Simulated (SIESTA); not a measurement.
C in SIESTA: convergence with EnergyShift

The system is C, a slab with vacuum.

```
C
1.0
     2.45617    0.00000    0.00000
    -1.22809    2.12711    0.00000
     0.00000    0.00000   23.52380
C
4
Direct
  0.33333 0.66667 0.31883
  0.66667 0.33333 0.31883
  0.33333 0.66667 0.68117
  0.66667 0.33333 0.68117
```

```yaml
Program: SIESTA 5.4.2
Task: single point
Functional: PBE
Potentials_or_basis: PseudoDojo 0.4 standard (PBE files)
Basis: DZP (energy shift 0.05 Ry)
Grid_cutoff: 500 Ry
Energy_shift: 0.05 Ry
k_mesh: 9 × 9 × 1
Occupations: fermi-dirac, width 0.05 eV
Spin: no spin polarisation
```

These are the settings of the first run; the series varies EnergyShift, with any setting tied to it.

Hardware: 1 thread of Arm Neoverse V1, with other jobs on the host.

```
EnergyShift  energy less the tightest run, at zero smearing (meV/atom)  SCF cycles  CPU time (s)  peak memory (GiB)
       0.05                                                     495.87           7           5.2               0.16
       0.03                                                     146.76           7           6.4               0.17
       0.02                                                      28.55           7           7.7               0.18
       0.01                                                     -25.51           7            10               0.19
      0.005                                                     -27.87           8            16               0.21
      0.003                                                     -21.56          10            23               0.23
      0.002                                                     -16.18           9            25               0.24
      0.001                                                       0.00           9            34               0.27
```

Not settled before the last step: the energy (to 1 meV/atom). The tightest run that finished is the yardstick and may itself not be fully converged.
